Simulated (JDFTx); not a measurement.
Al2Au:

```
Au Al
1.0
     0.00000    3.00000    3.00000
     3.00000    0.00000    3.00000
     3.00000    3.00000    0.00000
Au Al
1 2
Direct
  0.00000 0.00000 0.00000
  0.75000 0.75000 0.75000
  0.25000 0.25000 0.25000
```

Base run:

```yaml
Program: JDFTx 1.7.0 (patched build)
Functional: PBE
Potentials_or_basis: PseudoDojo-SR-PBE-0.4.1-standard with smoothed tails
Cutoff: 1034 eV
Density_cutoff: 8272 eV
k_mesh: 8 × 8 × 8
Occupations: fermi-dirac, width 0.05 eV
Spin: no spin polarisation
```

Its results: band gap on the k mesh none (metal or under the smearing width); pressure 3.1 GPa.

Task: The run is repeated on the same cell with these changes: potentials or basis from PseudoDojo-SR-PBE-0.4.1-standard with smoothed tails to PseudoDojo-FR-PBE-0.4-standard with smoothed tails; spin from no spin polarisation to spin-orbit coupling, no magnetisation. What comes out?

Result: Band gap on the k mesh none (metal or under the smearing width); pressure 2.4 GPa.

Caveats: the empty levels aren't tightly converged.
